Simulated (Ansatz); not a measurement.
This Ansatz 0.2.0 run on FeNi (Tetrataenite) needs a look.

File input.yaml:

```yaml
crystal:
  lattice:
    - [2.43168, 0.0, 0.0]
    - [0.0, 2.43168, 0.0]
    - [0.0, 0.0, 3.582]
  atoms:
    - { symbol: Ni, position: [0.5, 0.5, 0.5], spin: 1.0 }
    - { symbol: Fe, position: [0.0, 0.0, 0.0], spin: 3.0 }
hamiltonian:
  xc: pbesol
  pseudopotentials: { kind: paw }
magnetization:
  spin_polarized: true
kpoints:
  mp_grid: { grid: [9, 9, 6] }
scf:
  max_iter: 100
output:
  forces: true
  stress: true
  eigenvalues: true
```

Potentials or basis: Ansatz PAW.

Run with:

```console
$ ansatz run input.yaml --threads 2 --pin off --max-ram 5632MiB --backend cpu --events-out ev --progress --plain --runs-dir out
```

Output:

```text
Error: YAML parse error: `scf.occupations.method` is required: fixed only where the cell keeps a band gap throughout the run, explicit beside scf.occupations.values (under evaluate: without them), else a smearing such as fermi_dirac (scf.occupations.width is optional; its entry in the input reference gives the default)
```

Diagnose the run.

The input was rejected before any iteration. The input holds a flaw that was put in on purpose: no occupation method (scf.occupations = left out).
